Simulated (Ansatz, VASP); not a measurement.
Given: the input of a run of Ansatz 0.2.0 on SnO2.

File input.yaml:

```yaml
crystal:
  lattice:
    - [0.0, 2.57415, 2.57415]
    - [2.57415, 0.0, 2.57415]
    - [2.57415, 2.57415, 0.0]
  atoms:
    - { symbol: Sn, position: [0.0, 0.0, 0.0] }
    - { symbol: O, position: [0.75, 0.75, 0.75] }
    - { symbol: O, position: [0.25, 0.25, 0.25] }
hamiltonian:
  xc: pbe
  pseudopotentials: { kind: paw }
kpoints:
  mp_grid: { grid: [9, 9, 9] }
scf:
  occupations: { method: gaussian, width: 0.028 }
output:
  forces: true
  stress: true
  eigenvalues: true
```

Potentials or basis: Ansatz PAW.

Command:

```sh
$ ansatz run input.yaml --threads 2 --pin off --max-ram 5632MiB --backend cpu --events-out ev --progress --plain --runs-dir out
```

**Question.** Set up the same calculation for VASP 6.6.1. Potentials there: VASP PAW PBE potentials, release 64 (Sn_d, O).

**Answer.** As run (the cutoff follows the program's own potentials):

INCAR

```
PREC = Accurate
ENCUT = 520
EDIFF = 1E-7
ISMEAR = 0
SIGMA = 0.028000000000000004
LREAL = False
LASPH = True
NELM = 80
ALGO = Normal
ISIF = 2
LWAVE = False
LCHARG = False
GGA = PE
NBANDS = 20
```

File KPOINTS:

```
regular mesh
0
Gamma
  9 9 9
```

The input POSCAR:

```
SnO2
1.0
    0.0000000000      2.5741500000      2.5741500000
    2.5741500000      0.0000000000      2.5741500000
    2.5741500000      2.5741500000      0.0000000000
Sn O
1 2
Direct
    0.0000000000      0.0000000000      0.0000000000
    0.7500000000      0.7500000000      0.7500000000
    0.2500000000      0.2500000000      0.2500000000
```

Potentials or basis: VASP PAW PBE potentials, release 64 (Sn_d, O).

Launch:

```sh
$ cat potpaw_PBE.64/Sn_d/POTCAR potpaw_PBE.64/O/POTCAR > POTCAR
$ mpirun -np 1 vasp_std > vasp.out
```

Both were run:

|  | VASP | Ansatz | Ansatz less VASP |
| --- | --- | --- | --- |
| gap on the k mesh at the Fermi level (eV) | none | none | - |
| pressure (GPa) | 0.1 | -0.5 | -0.53 |

A gap of «none» marks a metal or a gap that the smearing closes.

Caveats: the pressure holds a Pulay correction of +1.0 GPa for the finite cutoff (Ansatz).
